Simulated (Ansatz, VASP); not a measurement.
## InP in two plane-wave programs

Aim: how closely do two programs agree when they are given the same cell, functional and k mesh? The cell is taken from a series of VASP runs on this material, whose earlier steps may have relaxed, scaled or displaced it; both programs get it as it stands.

Calculated with Ansatz 0.2.0; plane waves, with VASP 6.6.1 beside it; elastic constants at PBE with D3(BJ) and band structure at HSE06.

### Step 1. Set-up

The structure is cubic, space group F-43m (No. 216). Conventional cell: a = 5.891 Å, b = 5.891 Å, c = 5.891 Å, α = 90.00°, β = 90.00°, γ = 90.00°. In has 4 P at 2.55 Å nearest. Nearest to P lie 4 In at 2.55 Å. Farther neighbours are not listed.

### Step 2. VASP: elastic constants, PBE with D3(BJ)

Elastic constants are differences of stresses under small strains, so they test the stress and the mesh.

Lines of VASP's logs that name or quote its potential files are left out, and so is its time.

The input, INCAR:

```
SYSTEM = InP
PREC = Accurate
ENCUT = 500
EDIFF = 1E-07
NELM = 100
ISMEAR = 0
SIGMA = 0.05
LREAL = .FALSE.
ALGO = Normal
GGA = PE
IVDW = 12
NBANDS = 15
LORBIT = 11
LWAVE = .FALSE.
LCHARG = .FALSE.
KPAR = 2
IBRION = 6
NFREE = 2
POTIM = 0.015
ISIF = 3
NSW = 1
```

The input, POSCAR:

```
InP
1.0
    0.0000000000      2.9457387471      2.9457387471
    2.9457387471      0.0000000000      2.9457387471
    2.9457387471      2.9457387471      0.0000000000
In P
1 1
Direct
    0.0000000000      0.0000000000      0.0000000000
    0.2500000000      0.2500000000      0.2500000000
```

The input, KPOINTS:

```
Automatic mesh
0
Gamma
7 7 7
0 0 0
```

PAW data sets: In_d and P (PBE family, release 64).

Run with:

```console
$ mpirun -np 2 vasp_std
```

Numbers of over 12 decimals in the logs are rounded to 6 here.

The program printed:

```text
[banner, memory and clock lines left out]
running    2 mpi-ranks, on    1 nodes
 distrk:  each k-point on    1 cores,    2 groups
 distr:  one band on    1 cores,    1 groups

 POSCAR found type information on POSCAR InP
 POSCAR found :  2 types and       2 ions
 LDA part: xc-table for (Slater+PW92), standard interpolation
 POSCAR, INCAR and KPOINTS ok, starting setup
 FFT: planning ... GRIDC
 FFT: planning ... GRID_SOFT
 FFT: planning ... GRID
 WAVECAR not read
 entering main loop
       N       E                     dE             d eps       ncg     rms          rms(c)
DAV:   1     0.114338779957E+03    0.11434E+03   -0.82695E+03   600   0.128E+03
DAV:   2    -0.659977581597E+00   -0.11500E+03   -0.10970E+03   649   0.312E+02
DAV:   3    -0.858160732812E+01   -0.79216E+01   -0.78780E+01   775   0.819E+01
DAV:   4    -0.879711744840E+01   -0.21551E+00   -0.21543E+00   743   0.143E+01
DAV:   5    -0.880827988474E+01   -0.11162E-01   -0.11162E-01   944   0.294E+00    0.555E+00
DAV:   6    -0.841698858751E+01    0.39129E+00   -0.64800E-01   922   0.135E+01    0.336E+00
DAV:   7    -0.838951457433E+01    0.27474E-01   -0.16904E-01   837   0.335E+00    0.125E+00
DAV:   8    -0.838995047819E+01   -0.43590E-03   -0.15532E-02   797   0.158E+00    0.326E-01
DAV:   9    -0.839061721744E+01   -0.66674E-03   -0.15293E-03   740   0.469E-01    0.166E-01
DAV:  10    -0.839074603222E+01   -0.12881E-03   -0.23671E-04   970   0.176E-01    0.117E-01
DAV:  11    -0.839081694643E+01   -0.70914E-04   -0.77375E-05   677   0.734E-02    0.224E-02
DAV:  12    -0.839081991888E+01   -0.29724E-05   -0.13439E-05   803   0.553E-02    0.151E-02
DAV:  13    -0.839082022351E+01   -0.30463E-06   -0.10853E-06   663   0.702E-03    0.130E-02
DAV:  14    -0.839082054417E+01   -0.32066E-06   -0.44556E-07   712   0.623E-03    0.184E-03
DAV:  15    -0.839082050394E+01    0.40229E-07   -0.14522E-08   433   0.963E-04
   1 F= -.90074156E+01 E0= -.90074156E+01  d E =-.472827E-13
[... from here on, the cycles between the ionic steps are left out ...]
   2 F= -.90042334E+01 E0= -.90042334E+01  d E =-.271777E-13
   3 F= -.90040040E+01 E0= -.90040040E+01  d E =-.874589E-13
   8 F= -.90049540E+01 E0= -.90049540E+01  d E =-.694456E-14
   9 F= -.90049538E+01 E0= -.90049538E+01  d E =-.686539E-14
  10 F= -.90049541E+01 E0= -.90049541E+01  d E =-.691271E-14
  11 F= -.90049539E+01 E0= -.90049539E+01  d E =-.685556E-14
  12 F= -.90049541E+01 E0= -.90049541E+01  d E =-.691955E-14
  13 F= -.90049539E+01 E0= -.90049539E+01  d E =-.687399E-14
  14 F= -.90065322E+01 E0= -.90065322E+01  d E =-.167642E-11
  15 F= -.90065324E+01 E0= -.90065324E+01  d E =-.166761E-11
  16 F= -.90065303E+01 E0= -.90065303E+01  d E =-.162755E-11
 Finite differences progress:
  Degree of freedom:   8/  8
  Displacement:        1/  2
  Total:              15/ 16
 bond charge predicted
       N       E                     dE             d eps       ncg     rms          rms(c)
DAV:   1    -0.838804840054E+01    0.18853E-02   -0.27407E-01  1927   0.223E+00    0.244E-01
DAV:   2    -0.839001791010E+01   -0.19695E-02   -0.21586E-02  2544   0.970E-01    0.743E-02
DAV:   3    -0.838993921221E+01    0.78698E-04   -0.40253E-04  2214   0.175E-01    0.343E-02
DAV:   4    -0.838993253673E+01    0.66755E-05   -0.92582E-05  2538   0.866E-02    0.125E-02
DAV:   5    -0.838993346596E+01   -0.92923E-06   -0.19435E-05  2312   0.309E-02    0.829E-03
DAV:   6    -0.838993344054E+01    0.25420E-07   -0.14307E-06  2372   0.106E-02    0.414E-03
DAV:   7    -0.838993346741E+01   -0.26870E-07   -0.32350E-07  2368   0.490E-03
  17 F= -.90065301E+01 E0= -.90065301E+01  d E =-.168200E-11
 Finite differences progress:
  Degree of freedom:   8/  8
  Displacement:        2/  2
  Total:              16/ 16
```

From OUTCAR (step 2):

```text
ion  position               nearest neighbor table
   1  0.000  0.000  0.000-   2 2.55   2 2.55   2 2.55   2 2.55
   2  0.250  0.250  0.250-   1 2.55   1 2.55   1 2.55   1 2.55

  LATTYP: Found a face centered cubic cell.
 ALAT       =     5.8914774942

 Subroutine GETGRP returns: Found 24 space group operations
 (whereof 24 operations were pure point group operations)

The static configuration has the point symmetry T_d .

 Found     20 irreducible k-points:

   k-points           NKPTS =     20   k-points in BZ     NKDIM =     20   number of bands    NBANDS=     15

   dimension x,y,z NGX =    30 NGY =   30 NGZ =   30
   dimension x,y,z NGXF=    60 NGYF=   60 NGZF=   60

   ENCUT  =  500.0 eV  36.75 Ry    6.06 a.u.   7.60  7.60  7.60*2*pi/ulx,y,z

   NELECT =      18.0000    total number of electrons

 k-points in reciprocal lattice and weights: Automatic mesh
   0.00000000  0.00000000  0.00000000       0.003
   0.14285714  0.00000000  0.00000000       0.023
   0.28571429  0.00000000  0.00000000       0.023
   0.42857143  0.00000000  0.00000000       0.023
   0.14285714  0.14285714  0.00000000       0.017
   0.28571429  0.14285714  0.00000000       0.070
   0.42857143  0.14285714  0.00000000       0.070
  -0.42857143  0.14285714  0.00000000       0.070
  -0.28571429  0.14285714  0.00000000       0.070
[...]
-0.42857143  0.42857143  0.14285714       0.070
  -0.28571429  0.42857143  0.14285714       0.070

 Edisp (eV)   -0.61660

 average (electrostatic) potential at core
       1 -95.7969       2 -82.8825

 E-fermi :   5.2604

 k-point     1 :       0.0000    0.0000    0.0000
  band No.  band energies     occupation
    ...
      5      -8.9925      2.00000
      6      -6.3894      2.00000
      7       4.9951      2.00000
      8       5.0233      2.00000
      9       5.0499      2.00000
     10       5.6489      0.00000
     11       9.0966      0.00000
     12       9.1127      0.00000
     13       9.1305      0.00000
     14      13.5304      0.00000
    ...

 k-point     2 :       0.1429    0.0000    0.0000
  band No.  band energies     occupation
    ...
      5      -8.9923      2.00000
      6      -6.1628      2.00000
      7       3.1942      2.00000
      8       4.7813      2.00000
      9       4.8201      2.00000
     10       6.7019      0.00000
     11       9.3431      0.00000
     12       9.4349      0.00000
     13       9.4705      0.00000
     14      13.7198      0.00000
    ...

 k-point     3 :       0.2857    0.0000    0.0000
  band No.  band energies     occupation
    ...
      5      -8.9883      2.00000
      6      -5.5472      2.00000
      7       1.0966      2.00000
      8       4.3613      2.00000
      9       4.4058      2.00000
     10       6.7322      0.00000
     11       9.8364      0.00000
     12       9.8980      0.00000
     13      10.7109      0.00000
     14      13.7290      0.00000
    ...

 Edisp (eV)   -0.61660

  Total       0.00712     0.00960     0.00960     0.00000     0.12209     0.00000
  in kB       0.22301     0.30080     0.30080     0.00000     3.82627     0.00000
  external pressure =        0.27 kB  Pullay stress =        0.00 kB

  energy-cutoff  :      500.00
  volume of cell :       51.12
      direct lattice vectors                 reciprocal lattice vectors
     0.000000000  2.945738747  2.945738747    -0.169736709  0.169736709  0.169736709
     2.945738747  0.000000000  2.945738747     0.169736709 -0.169736709  0.169736709
     2.945738747  2.945738747  0.000000000     0.169736709  0.169736709 -0.169736709

 POSITION                                       TOTAL-FORCE (eV/Angst)
 -----------------------------------------------------------------------------------
      0.00000      0.00000      0.00000        -0.118058     -0.000000     -0.000000
      1.45787      1.47287      1.47287         0.118058      0.000000      0.000000
 -----------------------------------------------------------------------------------
    total drift:                                0.000042     -0.000000     -0.000000

  FREE ENERGIE OF THE ION-ELECTRON SYSTEM (eV)
  ---------------------------------------------------
  free  energy   TOTEN  =        -9.0065301355 eV

  energy  without entropy=       -9.0065301355  energy(sigma->0) =       -9.00653014

  SYMMETRIZED ELASTIC MODULI (kBar)
 Direction    XX          YY          ZZ          XY          YZ          ZX
 --------------------------------------------------------------------------------
 XX         919.1929    519.4481    519.4481     -0.0000      0.0000      0.0000
 YY         519.4481    919.1929    519.4481      0.0000      0.0000      0.0000
 ZZ         519.4481    519.4481    919.1929      0.0000      0.0000     -0.0000
 XY          -0.0000      0.0000      0.0000    686.4409      0.0000      0.0000
 YZ           0.0000      0.0000      0.0000      0.0000    686.4409      0.0000
 ZX           0.0000      0.0000     -0.0000      0.0000      0.0000    686.4409
 --------------------------------------------------------------------------------

 Eigenvectors and eigenvalues of the dynamical matrix
 ----------------------------------------------------

   1 f  =    8.877420 THz    55.778472 2PiTHz  296.118841 cm-1    36.714041 meV
             X         Y         Z           dx          dy          dz
      0.000000  0.000000  0.000000     0.000000    0.460918   -0.000000
      1.472869  1.472869  1.472869     0.000000   -0.887443   -0.000000

   2 f  =    8.877420 THz    55.778472 2PiTHz  296.118841 cm-1    36.714041 meV
             X         Y         Z           dx          dy          dz
      0.000000  0.000000  0.000000     0.000000    0.000000   -0.460918
      1.472869  1.472869  1.472869     0.000000    0.000000    0.887443

   3 f  =    8.877420 THz    55.778472 2PiTHz  296.118841 cm-1    36.714041 meV
             X         Y         Z           dx          dy          dz
      0.000000  0.000000  0.000000     0.460918    0.000000    0.000000
      1.472869  1.472869  1.472869    -0.887443    0.000000    0.000000

   4 f/i=    0.000058 THz     0.000365 2PiTHz    0.001937 cm-1     0.000240 meV
             X         Y         Z           dx          dy          dz
      0.000000  0.000000  0.000000    -0.160663    0.155770    0.858765
      1.472869  1.472869  1.472869    -0.083444    0.080904    0.446023

   5 f/i=    0.000058 THz     0.000365 2PiTHz    0.001937 cm-1     0.000240 meV
             X         Y         Z           dx          dy          dz
      0.000000  0.000000  0.000000     0.826402   -0.253701    0.200626
      1.472869  1.472869  1.472869     0.429214   -0.131767    0.104201

   6 f/i=    0.000058 THz     0.000365 2PiTHz    0.001937 cm-1     0.000240 meV
             X         Y         Z           dx          dy          dz
      0.000000  0.000000  0.000000    -0.280718   -0.836018    0.099126
      1.472869  1.472869  1.472869    -0.145799   -0.434209    0.051484

 ELASTIC MODULI CONTR FROM IONIC RELAXATION (kBar)
 Direction    XX          YY          ZZ          XY          YZ          ZX
 --------------------------------------------------------------------------------
 XX          -0.0000     -0.0000     -0.0000     -0.0000     -0.0000     -0.0000
 YY          -0.0000     -0.0000     -0.0000     -0.0000     -0.0000     -0.0000
 ZZ          -0.0000     -0.0000     -0.0000     -0.0000     -0.0000     -0.0000
 XY          -0.0000     -0.0000     -0.0000   -263.4311     -0.0000      0.0000
 YZ          -0.0000     -0.0000     -0.0000     -0.0000   -263.4311      0.0000
 ZX          -0.0000     -0.0000     -0.0000      0.0000      0.0000   -263.4311
 --------------------------------------------------------------------------------

 TOTAL ELASTIC MODULI (kBar)
 Direction    XX          YY          ZZ          XY          YZ          ZX
 --------------------------------------------------------------------------------
 XX         919.1929    519.4481    519.4481     -0.0000     -0.0000     -0.0000
 YY         519.4481    919.1929    519.4481     -0.0000     -0.0000     -0.0000
 ZZ         519.4481    519.4481    919.1929     -0.0000     -0.0000     -0.0000
 XY          -0.0000     -0.0000     -0.0000    423.0098     -0.0000      0.0000
 YZ          -0.0000     -0.0000     -0.0000     -0.0000    423.0098      0.0000
 ZX          -0.0000     -0.0000     -0.0000      0.0000      0.0000    423.0098
 --------------------------------------------------------------------------------

 total charge
# of ion       s       p       d       tot
------------------------------------------
    1        0.827   0.751   9.898  11.475
    2        1.031   1.490   0.000   2.521
--------------------------------------------------
tot          1.857   2.241   9.898  13.996

[... 3 further parts left out ...]
```

[end of part 1 of 3]

[Lines on the potential files, build, host, timing and source positions are cut from VASP's logs without a mark.]

[Logs are printed without paths, hosts, clocks, repeated set-up lines and the standing remarks that a program may print on its own settings, such as how far it seeks lower states.]

[Hosts, paths, dates, database ids (printed as entryN), source tags and the programs' standing remarks are cut or masked in the printed files.]
